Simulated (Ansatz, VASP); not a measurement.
# One calculation of KBr, two programs

INCAR

```
PREC = Accurate
ENCUT = 520
EDIFF = 1E-8
ISMEAR = -1
SIGMA = 0.01
LREAL = False
LASPH = True
NELM = 100
ALGO = Normal
ISIF = 2
LWAVE = False
LCHARG = False
LEFG = True
NBANDS = 15
```

The input KPOINTS:

```
regular mesh
0
Gamma
  6 6 6
```

The input POSCAR:

```
KBr
1.0
    3.9616576236      0.0000000000      0.0000000000
    0.0000000000      3.9616576236      0.0000000000
    0.0000000000      0.0000000000      3.9616576236
K Br
1 1
Direct
    0.0000000000      0.0000000000      0.0000000000
    0.5000000000      0.5000000000      0.5000000000
```

Input for Ansatz:

```yaml
crystal:
  lattice:
    - [3.9616576236, 0.0, 0.0]
    - [0.0, 3.9616576236, 0.0]
    - [0.0, 0.0, 3.9616576236]
  atoms:
    - { symbol: K, position: [0.0, 0.0, 0.0] }
    - { symbol: Br, position: [0.5, 0.5, 0.5] }
kpoints:
  mp_grid: { grid: [6, 6, 6] }
scf:
  occupations: { method: fermi_dirac, width: 0.01 }
hamiltonian:
  xc: lda
  pseudopotentials: { kind: paw }
output:
  forces: true
  stress: true
  eigenvalues: true
  efg: { contact_densities: true }
```

Change from the starting cell: volume scaled by 0.9405, PAW files.

Alike in both runs: task electric field gradients; functional LDA; k mesh 6 × 6 × 6; occupations fermi-dirac, width 0.01 eV; no spin polarisation.

```csv
,VASP,Ansatz
version,VASP 6.6.1,Ansatz 0.2.0
potentials or method,"VASP PAW LDA potentials, release 64 (K_sv, Br)","PAW with Ansatz's default frozen-core files, scalar-relativistic"
plane-wave cutoff (eV),520,420
valence electrons in the cell,16,16
```

Ansatz gave:

- gap on the k mesh at the Fermi level (eV): 3.66
- pressure (GPa): -1.9
- Vzz of the field gradient on the site that differs most (V/Å²): 0.0

Problem. Which values does VASP return?

Solution. gap on the k mesh at the Fermi level (eV): 3.67; pressure (GPa): -1.9; Vzz of the field gradient on the site that differs most (V/Å²): 0.0.

A k mesh can miss the band edges.
